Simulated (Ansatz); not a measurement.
BaHfO3: from a migration barrier to a jump rate

Computed with Ansatz 0.2.0, DFT PBE, scalar-relativistic, plane waves, PAW. The runs took a 420 eV cutoff, a Γ-centred 4×4×4 mesh and Gaussian smearing (0.05 eV). Spin–orbit coupling is left out, which matters for the heavy elements here. No spin polarisation.

In a supercell of 20 sites an atom of O jumps into a neighbouring O vacancy, a = 2.97 Å from site to site in the perfect crystal, with a cell charge of +2 (uniform background, no finite-size correction). A nudged elastic band with 3 inner images puts the highest image 0.934 eV above the start and 0.934 eV above the end. No image climbed, so the top of the path can lie higher. Take it as the barrier; the order of the saddle wasn't checked, and the cell is small.

With an assumed attempt frequency of 10¹³ s⁻¹, how often does the jump happen, and how fast does the vacancy diffuse?

Transition-state theory gives Γ = ν exp(−E/k_BT), and one such jump direction contributes Γa²/6 to the vacancy's diffusion coefficient averaged over directions:

```csv
T (K),E/k_BT,Γ (1/s),Γa²/6 (cm²/s)
300,36.1,2.0 × 10^-3,3.0 × 10^-19
600,18.1,1.4 × 10^5,2.1 × 10^-11
1000,10.8,2.0 × 10^8,2.9 × 10^-8
1500,7.2,7.3 × 10^9,1.1 × 10^-6
```

The rate reaches one jump a second at T = E/(k_B ln 10¹³) = 362 K. The number of equivalent jumps multiplies D if they link up through the crystal; a hop between two sites alone gives no long-range diffusion, which then waits on a higher barrier. In either case the atoms' own diffusion carries the vacancy concentration and a correlation factor besides. Rows above the melting point are formal, and so are rows where E/k_BT falls under about 3, since the theory needs rare jumps.

How much does an error of 0.1 eV in the barrier matter?

It multiplies the rate by exp(0.1 eV/k_BT): 48 at 300 K and 3.2 at 1000 K, more than the usual doubt about ν at low temperature.

Cost: 1 run of about 83 core-minutes, on Arm Neoverse V1 (shared hosts).